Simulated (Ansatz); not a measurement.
Write the native input for Ansatz 0.2.0 that does the following.

```
Task                : single point
Functional          : HF
Potentials or basis : Ansatz PAW
Cutoff              : 420 eV (not typed: the program's choice for these potentials)
k mesh              : 4 × 4 × 4
Occupations         : fermi-dirac, width 0.05 eV
Spin                : no spin polarisation
```

The system is PbS.

```
Pb S
1.0
     4.08970    0.00000    0.00000
    -2.04485    3.54178    0.00000
     0.00000    0.00000    3.78817
Pb S
1 1
Direct
  0.00000 0.00000 0.00000
  0.66667 0.33333 0.50000
```

Measurements of this composition are mostly on another form, of space group No. 225.

These files were run (other wordings do the same):

input

```
crystal:
  lattice:
    - [4.0896976867, 0.0, 0.0]
    - [-2.0448488433, 3.5417820905, 0.0]
    - [0.0, 0.0, 3.788167]
  atoms:
    - { symbol: Pb, position: [0.0, 0.0, 0.0] }
    - { symbol: S, position: [0.6666666667, 0.3333333333, 0.5] }
hamiltonian:
  xc: hf
  pseudopotentials: { kind: paw }
kpoints:
  mp_grid: { grid: [4, 4, 4] }
scf:
  occupations: { method: fermi_dirac, width: 0.05 }
output:
  forces: true
  stress: true
  eigenvalues: true
  write_density: true
  write_potential: true
  elf: true
  volumetric_format: npy
```

Results of the run:

```yaml
Pressure: 4.7 GPa
Band_gap_on_the_k_mesh: 4.91 eV, indirect (least direct gap 6.00 eV)
```

Caveat: the k mesh is coarse (spacing up to 0.44 Å⁻¹), so the values aren't converged, least of all with exact exchange; spin-orbit coupling is left out, which as a rule narrows the gap of such compounds by several tenths of an eV; the PAW data sets come from PBE, with cores solved anew for the run's functional, which leaves a small shift of forces and pressure; the thresholds are loose for stress.

It took 15 s on 1 × NVIDIA H100 80GB HBM3 with 2 threads of AMD EPYC 7R13 Processor (Zen 3) (shared host), peak memory 1.6 GiB.
